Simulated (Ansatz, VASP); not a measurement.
**Be in VASP and in Ansatz**

```
Be
1.0
     0.00000    1.62954    1.62954
     1.62954    0.00000    1.62954
     1.62954    1.62954    0.00000
Be
1
Direct
  0.00000 0.00000 0.00000
```

Alike in both runs: task single point; functional PBE; k mesh 30 × 30 × 30; occupations gaussian, width 0.1 eV; no spin polarisation.

|  | VASP | Ansatz |
| --- | --- | --- |
| version | VASP 6.6.1 | Ansatz 0.2.0 |
| potentials or method | VASP PAW PBE potentials, release 64 (Be) | scalar-relativistic, plane waves, PAW |
| plane-wave cutoff (eV) | 520 | 420 |
| valence electrons in the cell | 2 | 2 |

```tsv
	VASP	Ansatz	Ansatz less VASP
gap on the k mesh at the Fermi level (eV)	none	none	-
pressure (GPa)	-9.4	-9.5	-0.11
```

A gap of «none» marks a metal or a gap that the smearing closes.
